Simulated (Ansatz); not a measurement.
## Energy and pressure of CuO against volume, without spin

These are results of DFT r2SCAN, scalar-relativistic, plane waves, PAW (Ansatz 0.2.0), not measurements.

```cif
data_structure
_symmetry_space_group_name_H-M 'P 1'
_symmetry_Int_Tables_number 1
_cell_length_a 2.9715
_cell_length_b 2.9715
_cell_length_c 5.2238
_cell_angle_alpha 90.000
_cell_angle_beta 90.000
_cell_angle_gamma 94.493
_cell_volume 45.98
loop_
_atom_site_label
_atom_site_type_symbol
_atom_site_fract_x
_atom_site_fract_y
_atom_site_fract_z
_atom_site_occupancy
Cu1 Cu 0.00000 0.50000 0.00000 1
Cu2 Cu 0.50000 0.00000 0.50000 1
O1 O 0.50000 0.50000 0.25000 1
O2 O 0.50000 0.50000 0.75000 1
```

| Quantity | Value |
| --- | --- |
| plane-wave cutoff | 500 eV |
| Γ-centred k-mesh | 14×14×8 |
| occupation rule | Gaussian smearing, 0.1 eV |
| spin treatment | unpolarised |

The cell is scaled evenly at fixed fractional positions, V₀ being the volume of the cell shown; start: no spin polarisation. Energies are extrapolated to zero smearing. A spin-polarised state can lie lower, at larger volumes above all.

```
 V/V₀  E above lowest (meV/atom) P (GPa)
0.769                      231.4     52.4
0.827                       68.3     27.8
1.000                        0.0    -10.3
1.058                       56.0    -16.4
1.135                      162.5    -21.7
```

This form isn't the usual stable structure of the compound.

Cost: 5 runs of about 4.9 core-minutes in all, on AMD EPYC 7R43 (Zen 3) (shared hosts).